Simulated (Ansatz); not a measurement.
# Ba (sc type): the cost of one run

Computed with Ansatz 0.2.0 (DFT PBE, with the methods named in each step, unless a step's input says otherwise).

This is Ba in the simple cubic structure; at room conditions it is bcc.

### Step 1. The system as given

The structure is cubic, space group Pm-3m (No. 221). Conventional cell: a = 3.955 Å, b = 3.955 Å, c = 3.955 Å, α = 90.00°, β = 90.00°, γ = 90.00°. Ba (site symmetry m-3m) has 6 Ba at 3.95 Å in its first shell of neighbours.

As a file:

```
Ba
1.0
     3.95491    0.00000    0.00000
     0.00000    3.95491    0.00000
     0.00000    0.00000    3.95491
Ba
1
Direct
  0.00000 0.00000 0.00000
```

Whether this phase is the stable one at these pressures isn't tested.

### Step 2. The reference volume, LAPW

input.yaml reads:

```yaml
crystal:
  lattice:
    - [3.9549093763, 0.0, 0.0]
    - [0.0, 3.9549093763, 0.0]
    - [0.0, 0.0, 3.9549093763]
  atoms:
    - { symbol: Ba, position: [0.0, 0.0, 0.0] }
kpoints:
  mp_grid: { grid: [9, 9, 9] }
  band_path:
    path:
      - [0.0, 0.0, 0.0]
      - [0.0, 0.5, 0.0]
      - [0.5, 0.5, 0.0]
      - [0.0, 0.0, 0.0]
      - [0.5, 0.5, 0.5]
      - [0.0, 0.5, 0.0]
      - [0.5, 0.5, 0.5]
      - [0.5, 0.5, 0.0]
    npoints: 14
scf:
  occupations: { method: fermi_dirac, width: 0.08 }
hamiltonian:
  xc: pbe
  pseudopotentials: { kind: all_electron, lapw: { basis_error: 0.001 } }
output:
  forces: true
  stress: true
  eigenvalues: true
  populations: true
  dos: { projected: true, de: 0.2, e_range: [-14, 8] }
```

Launch:

```bash
> ansatz run input.yaml --threads 1 --pin off --max-ram 2048MiB --backend cpu --events-out ev --progress --plain --runs-dir out
```

**Question.** How long does this run take on 1 thread of Arm Neoverse V2, shared host, and how much memory does it need?

About 5.5 s, with a peak of 0.22 GiB.
